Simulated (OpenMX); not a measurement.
Hf in OpenMX: the effect of volume scale

Crystal: Hf.

```xyz
1
Lattice="2.7923 0.0000 0.0000 0.0000 2.7923 0.0000 0.0000 0.0000 2.7923" Properties=species:S:1:pos:R:3 pbc="T T T"
Hf    1.3961    1.3961    1.3961
```

The cell was built by a generator and needn't be a form met in nature.

Alike in all runs:

```yaml
Program: OpenMX 3.8.5
Task: single point
Functional: PBE
Potentials_or_basis: OpenMX 2013 PBE set, Hf7.0-s3p2d2f1, grid cutoff 400 Ry
k_mesh: 7 × 7 × 7
Occupations: fermi-dirac, width 0.05 eV
Spin: no spin polarisation
```

```csv
volume scale,pressure (GPa)
0.88,11.4
0.92,6.8
0.96,3.0
1,?
1.04,-2.7
1.08,-4.7
```

Task: What does the run with volume scale 1 give?

Result: Pressure -0.2 GPa.

Worked out: A parabola through the other rows of the pressure, of slope -72 GPa per unit of volume scale there, gives -0.2 GPa, against the run's -0.2.

Caveats: the basis of atomic orbitals isn't converged, which shifts pressures, moduli and gaps.
